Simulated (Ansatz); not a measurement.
The system is SnO2 (Cassiterite).

```xyz
6
Lattice="4.7380 0.0000 0.0000 0.0000 4.7380 0.0000 0.0000 0.0000 3.1865" Properties=species:S:1:pos:R:3 pbc="T T T"
Sn    2.3690    2.3690    1.5933
Sn    0.0000    0.0000    0.0000
O     3.8240    0.9140    1.5933
O     3.2830    3.2830    0.0000
O     0.9140    3.8240    1.5933
O     1.4550    1.4550    0.0000
```

```yaml
Program: Ansatz 0.2.0
Task: relaxation of cell and atoms
Functional: PBE
Potentials_or_basis: Ansatz PAW
Cutoff: "420 eV (not typed: the program's choice for these potentials)"
k_mesh: 6 × 6 × 8
Occupations: fermi-dirac, width 0.05 eV
Spin: no spin polarisation
```

At the start: volume 11.92 Å³/atom.

Q: Where does the relaxation end?

A: It ends after 7 steps and the volume is 12.58 Å³/atom (+5.5 %); space group P4_2/mnm (No. 136, to 0.05 Å).

Step by step:
```tsv
step	energy change (eV)	largest force (eV/Å)	volume (Å³)
1	0.0000	0.2753	71.53
2	-0.1050	0.0297	75.13
3	-0.1047	0.0464	75.26
4	-0.1052	0.0077	75.23
5	-0.1294	0.0089	75.23
6	-0.1286	0.0005	75.45
7	-0.1297	0.0006	75.45
```

Final structure:
```xyz
6
Lattice="4.8270 0.0000 0.0000 0.0000 4.8270 0.0000 0.0000 0.0000 3.2383" Properties=species:S:1:pos:R:3 pbc="T T T"
Sn    2.4135    2.4135    1.6191
Sn    0.0000    0.0000    0.0000
O     3.8933    0.9337    1.6191
O     3.3472    3.3472    0.0000
O     0.9337    3.8933    1.6191
O     1.4798    1.4798    0.0000
```

Caveat: the plane-wave basis is chosen anew once the cell has moved, so the energies of steps on either side of that aren't comparable; the pressure holds a Pulay correction of +0.8 GPa for the finite cutoff.
